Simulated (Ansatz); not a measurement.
# Hf: the change of pressure with volume scale

All results are calculated (Ansatz 0.2.0). Periodic Kohn-Sham DFT of a crystal at fixed atoms, scaled to volume_scale times the given cell; pressure positive in compression, energy less spherical unpolarised free atoms, largest_vzz the field gradient of largest size among the nuclei.

The cell before it is scaled or strained (space group Im-3m, No. 229):
```
CELL_PARAMETERS angstrom
-1.76750 1.76750 1.76750
1.76750 -1.76750 1.76750
1.76750 1.76750 -1.76750
ATOMIC_POSITIONS crystal
Hf 0.00000 0.00000 0.00000
```

Settings of every row: method frozen-core PAW; functional LDA; relativity scalar; k mesh 14x14x14; filling fermi-dirac; smearing width 0.05 eV; wave cutoff 420 eV; paw set soft_2.

Atom start moment: 0 on all atoms.

Limits: PAW files made with PBE; no spin-orbit coupling on heavy atoms; the cell comes from a prototype or a list of computed structures and needn't be the stable phase.

```csv
row,volume scale,V (Å³/atom),pressure (GPa)
1,0.95,20.983,-3.065
2,0.975,21.535,-5.645
3,1,22.087,-7.927
4,1.025,22.639,-9.941
5,1.05,23.191,?
```

Question: what pressure should row 5 give?

Worked fit of pressure. Take u = (V_r/V)^(2/3) − 1 with V_r = 21.811 Å³ an atom, which is twice the finite (Eulerian) strain; such expansions in the strain, on which the Birch-Murnaghan equation of state is built, carry the rest volume and the bulk modulus. The shown rows have u = 0.02614, 0.00853, -0.00835, -0.02453. Least squares give pressure = −6.8214 + 135.172 × u + 326.23 × u² GPa; a straight line predicts inner rows, each left out in turn, worse (root mean square 0.13 against 0.00077 GPa). All shown rows lie on it to the printed digit. The withheld row has u = -0.04007, so the fit gives −6.8214 + 135.172 × (-0.04007) + 326.23 × (-0.04007)² = -11.714 GPa.

The calculation gave -11.722 GPa. The fit lies 0.008 GPa (0.092 % of the column's range) above it; its largest miss of a shown row is 0.000 GPa. This row lies beyond the range of the fit.
